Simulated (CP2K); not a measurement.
# MoS2 (P-3m1) in CP2K: reference runs

Aim: a first look at MoS2 with PBE, on the cell as given and on a disturbed one.

Everything below comes from runs of CP2K 2026.2. Logs are shortened: lines on timing, memory, paths and dates and some standing lists are left out, and cuts for length are marked.

## (1) The structure

The structure is trigonal, space group P-3m1 (No. 164). Conventional cell: a = 3.227 Å, b = 3.227 Å, c = 6.312 Å, α = 90.00°, β = 90.00°, γ = 120.00°. Mo (site symmetry -3m) is surrounded by 6 S at 2.42 Å. S (site symmetry 3m) has 3 Mo at 2.42 Å as nearest neighbours.

Measurements of this composition are mostly on another form, of space group No. 194.

## (2) Single point, PBE

File mos2_scf.inp:

```
&GLOBAL
  PROJECT mos2_scf
  RUN_TYPE ENERGY_FORCE
  PRINT_LEVEL LOW
&END GLOBAL
&FORCE_EVAL
  METHOD QS
  STRESS_TENSOR ANALYTICAL
  &DFT
    BASIS_SET_FILE_NAME BASIS_MOLOPT_UZH
    POTENTIAL_FILE_NAME POTENTIAL_UZH
    &MGRID
      CUTOFF 450
      REL_CUTOFF 60
      NGRIDS 4
    &END MGRID
    &QS
      METHOD GPW
      EPS_DEFAULT 1.0E-10
    &END QS
    &KPOINTS
      SCHEME MONKHORST-PACK 9 9 4
      GAMMA_CENTERED T
      SYMMETRY T
      SYMMETRY_BACKEND SPGLIB
    &END KPOINTS
    &SCF
      SCF_GUESS ATOMIC
      EPS_SCF 1.0E-6
      MAX_SCF 100
      ADDED_MOS 15
      CHOLESKY OFF
      EPS_EIGVAL 1.0E-7
      &DIAGONALIZATION ON
        ALGORITHM STANDARD
      &END DIAGONALIZATION
      &MIXING ON
        METHOD BROYDEN_MIXING
        ALPHA 0.4
        BETA 1.5
        NBUFFER 8
      &END MIXING
      &SMEAR ON
        METHOD FERMI_DIRAC
        ELECTRONIC_TEMPERATURE [K] 580.226
      &END SMEAR
    &END SCF
    &XC
      &XC_FUNCTIONAL PBE
      &END XC_FUNCTIONAL
    &END XC
    &PRINT
      &KPOINTS ON
      &END KPOINTS
      &MULLIKEN ON
      &END MULLIKEN
      &MO ON
        ENERGIES T
        OCCUPATION_NUMBERS T
        &EACH
          QS_SCF 0
        &END EACH
        ADD_LAST NUMERIC
      &END MO
      &LOWDIN ON
      &END LOWDIN
      &HIRSHFELD ON
        SHAPE_FUNCTION DENSITY
      &END HIRSHFELD
      &E_DENSITY_CUBE ON
        STRIDE 1
      &END E_DENSITY_CUBE
      &V_HARTREE_CUBE ON
        STRIDE 1
      &END V_HARTREE_CUBE
      &ELF_CUBE ON
        STRIDE 1
      &END ELF_CUBE
    &END PRINT
  &END DFT
  &SUBSYS
    &CELL
      A 3.2274645616 0.0000000000 0.0000000000
      B -1.6137322808 2.7950663001 0.0000000000
      C 0.0000000000 0.0000000000 6.3124734200
      PERIODIC XYZ
    &END CELL
    &COORD
      Mo  0.0000000000 0.0000000000 3.1562367100
      S   1.6137322810 0.9316887666 4.7007769989
      S   -0.0000000002 1.8633775335 1.6116964211
    &END COORD
    &KIND Mo
      BASIS_SET TZVP-MOLOPT-PBE-GTH-q14
      POTENTIAL GTH-PBE-q14
    &END KIND
    &KIND S
      BASIS_SET TZVP-MOLOPT-PBE-GTH-q6
      POTENTIAL GTH-PBE-q6
    &END KIND
    &PRINT
      &ATOMIC_COORDINATES ON
      &END ATOMIC_COORDINATES
      &CELL ON
      &END CELL
      &SYMMETRY ON
      &END SYMMETRY
    &END PRINT
  &END SUBSYS
  &PRINT
    &FORCES ON
    &END FORCES
    &STRESS_TENSOR ON
    &END STRESS_TENSOR
  &END PRINT
&END FORCE_EVAL
```

Potentials or basis: POTENTIAL_UZH Mo GTH-PBE-q14, S GTH-PBE-q6; TZVP-MOLOPT-PBE-GTH basis.

On the command line:

```bash
OMP_NUM_THREADS=1 cp2k.psmp -i mos2_scf.inp -o mos2_scf.out
```

mos2_scf.out:

```text

 CP2K| version string:                                       CP2K version 2026.2
 CP2K| Input file name                                              mos2_scf.inp

 GLOBAL| Force Environment number                                              1
 GLOBAL| Basis set file name                                    BASIS_MOLOPT_UZH
 GLOBAL| Potential file name                                       POTENTIAL_UZH
 GLOBAL| MM Potential file name                                     MM_POTENTIAL
 GLOBAL| Coordinate file name                                      __STD_INPUT__
 GLOBAL| Method name                                                        CP2K
 GLOBAL| Project name                                                   mos2_scf
 GLOBAL| Run type                                                   ENERGY_FORCE
 GLOBAL| FFT library                                                       FFTW3
[... 6 lines left out ...]
 GLOBAL| Total number of message passing processes                             1
 GLOBAL| Number of threads for this process                                    1
 GLOBAL| CPU model name            Intel(R) Xeon(R) Platinum 8375C CPU @ 2.90GHz

 CELL| Volume [angstrom^3]:                                            56.944680
 CELL| Vector a [angstrom]:       3.227     0.000     0.000   |a| =     3.227465
 CELL| Vector b [angstrom]:      -1.614     2.795     0.000   |b| =     3.227465
 CELL| Vector c [angstrom]:       0.000     0.000     6.312   |c| =     6.312473
 CELL| Angle (b,c), alpha [degree]:                                    90.000000
 CELL| Angle (a,c), beta  [degree]:                                    90.000000
 CELL| Angle (a,b), gamma [degree]:                                   120.000000
 CELL| Numerically orthorhombic:                                              NO
 CELL| Periodicity                                                           XYZ

 CELL_REF| Volume [angstrom^3]:                                        56.944680
 CELL_REF| Vector a [angstrom     3.227     0.000     0.000   |a| =     3.227465
 CELL_REF| Vector b [angstrom    -1.614     2.795     0.000   |b| =     3.227465
 CELL_REF| Vector c [angstrom     0.000     0.000     6.312   |c| =     6.312473
 CELL_REF| Angle (b,c), alpha [degree]:                                90.000000
 CELL_REF| Angle (a,c), beta  [degree]:                                90.000000
 CELL_REF| Angle (a,b), gamma [degree]:                               120.000000
 CELL_REF| Numerically orthorhombic:                                          NO
 CELL_REF| Periodicity                                                       XYZ
[... 10 lines left out ...]

  Total number of            - Atomic kinds:                                   2
                             - Atoms:                                          3
                             - Shell sets:                                     3
                             - Shells:                                        25
                             - Primitive Cartesian functions:                 14
                             - Cartesian basis functions:                     77
                             - Spherical basis functions:                     69

  Maximum angular momentum of- Orbital basis functions:                        3
                             - Local part of the GTH pseudopotential:          2
                             - Non-local part of the GTH pseudopotential:      4

 MODULE QUICKSTEP: ATOMIC COORDINATES IN ANGSTROM

   Atom Kind Element         X             Y             Z       Z(eff)     Mass
      1    1 Mo   42      0.000000      0.000000      3.156237  14.0000  95.9600
      2    2 S    16      1.613732      0.931689      4.700777   6.0000  32.0650
      3    2 S    16     -0.000000      1.863378      1.611696   6.0000  32.0650

 Crystal Symmetry Information
       International Symbol:                                               P-3m1
       Point Group Symbol:                                                   -3m
       Schoenflies Symbol:                                                 D3d^3
       Number of Symmetry Operations:                                         12

 SCF PARAMETERS         Density guess:                                    ATOMIC
                        --------------------------------------------------------
                        max_scf:                                             100
[... 7 lines left out ...]
                        --------------------------------------------------------
                        level_shift [a.u.]:                             0.000000
                        added MOs                                        15    0
                        --------------------------------------------------------
                        Mixing method:                            BROYDEN_MIXING
                                                charge density mixing in g-space
                        --------------------------------------------------------
                        Smear method:                                FERMI_DIRAC
[... 61 lines left out ...]

 Extrapolation method: initial_guess

 Number of electrons:                                                         26
 Number of occupied orbitals:                                                 13
 Number of molecular orbitals:                                                28

 Number of orbital functions:                                                 69
 Number of independent orbital functions:                                     69

 SCF WAVEFUNCTION OPTIMIZATION

  Step     Update method      Time    Convergence         Total energy    Change
  ------------------------------------------------------------------------------
     1 NoMix/Diag. 0.40E+00    2.7     0.87329473       -88.6818726498 -8.87E+01
     2 Broy./Diag. 0.40E+00    2.7     0.14409605       -89.9753749221 -1.29E+00
     3 Broy./Diag. 0.40E+00    2.7     0.11612366       -88.9813123406  9.94E-01
     4 Broy./Diag. 0.40E+00    2.7     0.04947013       -88.3074094847  6.74E-01
     5 Broy./Diag. 0.40E+00    2.7     0.03756578       -88.4990760589 -1.92E-01
     6 Broy./Diag. 0.40E+00    2.7     0.00733989       -88.2550766571  2.44E-01
     7 Broy./Diag. 0.40E+00    2.7     0.00293920       -88.2888070030 -3.37E-02
     8 Broy./Diag. 0.40E+00    2.8     0.00230127       -88.2896226896 -8.16E-04
     9 Broy./Diag. 0.40E+00    2.7     0.00067076       -88.3085712927 -1.89E-02
    10 Broy./Diag. 0.40E+00    2.6     0.00058782       -88.3118645210 -3.29E-03
    11 Broy./Diag. 0.40E+00    2.7     0.00023637       -88.3151562603 -3.29E-03
    12 Broy./Diag. 0.40E+00    2.7     0.00003980       -88.3137473471  1.41E-03
    13 Broy./Diag. 0.40E+00    2.7     0.00001076       -88.3134979506  2.49E-04
    14 Broy./Diag. 0.40E+00    2.7     0.00000848       -88.3134043414  9.36E-05
    15 Broy./Diag. 0.40E+00    2.7     0.00000060       -88.3134055112 -1.17E-06

  *** SCF run converged in    15 steps ***

  Electronic density on regular grids:        -25.9999999995        0.0000000005
  Core density on regular grids:               25.9999999980       -0.0000000020
  Total charge density on r-space grids:       -0.0000000015
  Total charge density g-space grids:          -0.0000000015

  Overlap energy of the core charge distribution:               0.00000000000370
  Self energy of the core charge distribution:               -176.12885582154041
  Core Hamiltonian energy:                                     39.73175779957046
  Hartree energy:                                              60.46778330043617
  Exchange-correlation energy:                                -12.38376204284158
  Electronic entropic energy:                                  -0.00032874609639
  Fermi energy:                                                 0.30038327038661

  Total energy:                                               -88.31340551119499
  Total energy (extrapolated to T->0):                        -88.31324113814679

 MO| EIGENVALUES AND OCCUPATION NUMBERS FOR K POINT 1
 MO|
 MO|  Index      Eigenvalue [a.u.]        Eigenvalue [eV]             Occupation
 MO|      1              -1.967214             -53.530616               2.000000
 MO|      2              -1.028284             -27.981028               2.000000
 MO|      3              -1.020221             -27.761621               2.000000
 MO|      4              -1.014452             -27.604634               2.000000
 MO|      5              -0.186001              -5.061354               2.000000
 MO|      6              -0.162419              -4.419646               2.000000
[... 462 lines left out ...]
 MO|     27               0.898817              24.458057               0.000000
 MO|     28               0.935514              25.456629               0.000000
 MO| Sum:                                                              26.000080
 MO| E(Fermi):            0.300383 a.u.          8.173844 eV

 [... the levels of further k-points ...]

 The electron density is written in Cube    file format to the file:

 mos2_scf-ELECTRON_DENSITY-1_0.cube

 !-----------------------------------------------------------------------------!
                     Mulliken Population Analysis

 #  Atom  Element  Kind  Atomic population                           Net charge
       1     Mo       1         14.279810                             -0.279810
       2     S        2          5.860095                              0.139905
       3     S        2          5.860095                              0.139905
 # Total charge                             26.000000                  0.000000

 !-----------------------------------------------------------------------------!

 !-----------------------------------------------------------------------------!
                           Hirshfeld Charges

  #Atom  Element  Kind  Ref Charge     Population                    Net charge
      1       Mo     1      14.000         13.748                         0.252
      2       S      2       6.000          6.126                        -0.126
      3       S      2       6.000          6.126                        -0.126

  Total Charge                                                            0.000
 !-----------------------------------------------------------------------------!

 LOWDIN POPULATION ANALYSIS

 #  Atom  Element  Kind  Atomic population                           Net charge
       1     Mo       1         15.736296                             -1.736296
       2     S        2          5.131852                              0.868148
       3     S        2          5.131852                              0.868148
 # Total charge                             26.000000                 -0.000000

               ----- ELF is computed on the real space grid -----

 ELF is written in Cube    file format to the file:

 mos2_scf-ELF_S1-1_0.cube

 ENERGY| Total FORCE_EVAL ( QS ) energy [hartree]            -88.313421075937626

 FORCES| Atomic forces [hartree/bohr]
 FORCES|   Atom     x               y               z               |f|
 FORCES|      1  1.86001092E-09 -6.36341828E-09  1.55461801E-09   6.80952054E-09
 FORCES|      2 -6.13336142E-10 -5.30678643E-08  8.50859318E-03   8.50859318E-03
 FORCES|      3 -1.24666829E-09  5.94312540E-08 -8.50859474E-03   8.50859474E-03
 FORCES| Sum     6.49594359E-15 -2.85980198E-14  1.01221288E-12
 FORCES| Total atomic force                                       1.01263763E-12

 STRESS| Analytical stress tensor [bar]
 STRESS|                        x                   y                   z
 STRESS|      x        1.35323052571E+04   7.08466230697E-02  -1.13054931650E-04
 STRESS|      y        7.08466230697E-02   1.35321880851E+04   2.70057448779E-01
 STRESS|      z       -1.13054931650E-04   2.70057448779E-01   4.06239154970E+04
 STRESS| 1/3 Trace                                             2.25628029464E+04
 STRESS| Determinant                                           7.43912046380E+12

 STRESS| Eigenvectors and eigenvalues of the analytical stress tensor [bar]
 STRESS|                        1                   2                   3
 STRESS| Eigenvalues   1.35321547365E+04   1.35323386030E+04   4.06239154997E+04
 STRESS|      x          -0.425868147563      0.904785234678     -0.000000004147
 STRESS|      y           0.904785234633      0.425868147542      0.000009968262
 STRESS|      z          -0.000009020903     -0.000004241413      0.999999999950
```

Wall time 55 s (1 thread of Intel Xeon Platinum 8375C at 2.90GHz (Ice Lake), shared host); peak memory 0.39 GiB.

Results:

* Free energy: -2403.1304 eV
* Pressure: 2.3 GPa
* Largest force: 0.438 eV/Å
* Band gap on the k mesh: none (metal or under the smearing width)
* Mulliken charges: Mo -0.28; S +0.14 e
* Hirshfeld charges: Mo +0.25; S -0.13 e

Forces in eV/Å, atoms in the order of the input:
```
Mo   0.000  0.000  0.000
S    0.000  0.000  0.438
S    0.000  0.000 -0.438
```

Stress tensor (GPa, compression positive):
```
1.35 0.00 0.00
0.00 1.35 0.00
0.00 0.00 4.06
```

Levels at points of the mesh, in eV from the Fermi level:
| k point | band 10 | band 11 | band 12 | band 13 | band 14 | band 15 | band 16 | band 17 |
| --- | --- | --- | --- | --- | --- | --- | --- | --- |
| (0.00, 0.00, 0.00) | -1.85 | -1.05 | -0.96 | -0.96 | -0.34 | -0.34 | 3.21 | 3.21 |
| (0.00, 0.00, 0.50) | -3.58 | -0.97 | -0.97 | -0.41 | -0.41 | -0.06 | 3.37 | 3.37 |

Caveat: Mulliken charges move with the basis; this functional lacks dispersion, which binds the layers, so the pressure and a relaxed spacing across them are unreliable; the basis of atomic orbitals isn't converged, which shifts pressures, moduli and gaps.

(Part 1 of 2 ends here.)
